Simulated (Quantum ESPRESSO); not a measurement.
**ZnO (zincite) in Quantum ESPRESSO: the effect of target pressure**

The system is ZnO (zincite).

```
Zn O
1.0
     3.24931    0.00000    0.00000
    -1.62465    2.81398    0.00000
     0.00000    0.00000    5.20571
Zn O
2 2
Direct
  0.66667 0.33333 0.00000
  0.33333 0.66667 0.50000
  0.33333 0.66667 0.87901
  0.66667 0.33333 0.37901
```

Alike in all runs:

| Item | Value |
| --- | --- |
| Program | Quantum ESPRESSO 7.5 |
| Task | phonons |
| Functional | PBE |
| Potentials or basis | GBRV 1.5 PBE |
| Cutoff | 762 eV |
| Density cutoff | 6095 eV |
| k mesh | 4 × 4 × 2, shifted |
| Occupations | fermi-dirac, width 0.05 eV |
| Spin | no spin polarisation |

Each run relaxes the cell or the atoms first.

```csv
target pressure,relaxed volume (Å³/atom),dielectric constant (mean),highest phonon frequency (cm⁻¹)
-3 GPa,12.66,5.08,495
0 GPa,12.36,5.01,511
3 GPa,?,?,?
8 GPa,11.72,4.89,549
15 GPa,11.27,4.82,579
```

Task: What does the run with target pressure 3 GPa give?

Result: Relaxed volume 12.10 Å³/atom; dielectric constant 4.96 mean; highest phonon frequency 526 cm⁻¹.

Worked out: In Murnaghan's law V^(-B') rises as a straight line in P. The other rows fit best with B' = 4.1, V0 = 12.36 Å³/atom and B0 = 133 GPa, which gives 12.10 Å³/atom at 3 GPa, against the run's 12.10. A parabola through the other rows of the dielectric constant, of slope -0.0168  per GPa there, gives 4.96 , against the run's 4.96. A parabola through the other rows of the highest phonon frequency, of slope 4.87 cm⁻¹ per GPa there, gives 526 cm⁻¹, against the run's 526.

Caveats: all runs use coarse meshes; the cell is more than 3 GPa from zero pressure, which shifts response properties (some runs).
